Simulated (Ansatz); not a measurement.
# Si2Mo: the cost of one run

Method: DFT PBEsol, scalar-relativistic, plane waves, PAW, in Ansatz 0.2.0.

2 further runs of the same task are left out: 1 that didn't finish, 1 set aside as unsound or not needed.

### Step 1. The structure to begin with

Symmetry: I4/mmm, No. 139, tetragonal system. Conventional cell: a = 3.190 Å, b = 3.190 Å, c = 7.821 Å, α = 90.00°, β = 90.00°, γ = 90.00°. Si (site symmetry 4mm) has 5 Si at 2.58 to 2.62 Å and 5 Mo at 2.60 to 2.62 Å as nearest neighbours. Mo (site symmetry 4/mmm) is surrounded by 10 Si at 2.60 to 2.62 Å.

Coordinates:

```
Si Mo
1.0
    -1.59504    1.59504    3.91069
     1.59504   -1.59504    3.91069
     1.59504    1.59504   -3.91069
Si Mo
2 1
Direct
  0.33506 0.33506 0.00000
  0.66494 0.66494 0.00000
  0.00000 0.00000 0.00000
```

It is the result of an earlier relaxation at this level (volume 13.27 Å³/atom; gap on the mesh: none (metal)).

### Step 2. The bulk in the cell of the plane

Input file input.yaml:

```yaml
crystal:
  lattice:
    - [3.1900701696, 0.0, 0.0]
    - [0.0, 3.1900701696, 0.0]
    - [1.5950350848, -1.5950350848, 3.9106920018]
  atoms:
    - { symbol: Si, position: [0.6649403353, 0.3350596647, 0.6701193294] }
    - { symbol: Si, position: [0.3350596647, 0.6649403353, 0.3298806706] }
    - { symbol: Mo, position: [0.0, 0.0, 0.0] }
basis:
  ecutwfc: 420
kpoints:
  mp_grid: { grid: [11, 11, 9] }
hamiltonian:
  xc: pbesol
scf:
  occupations: { method: gaussian, width: 0.1 }
output:
  forces: true
  stress: true
  eigenvalues: true
```

On the command line:

```console
$ ansatz run input.yaml --threads 1 --pin off --max-ram 2560MiB --backend cpu --events-out ev --progress --plain --runs-dir out
```

**Question.** How long does this run take on 1 thread of Arm Neoverse V1, shared host, and how much memory does it need?

About 12 s, with a peak of 0.42 GiB.
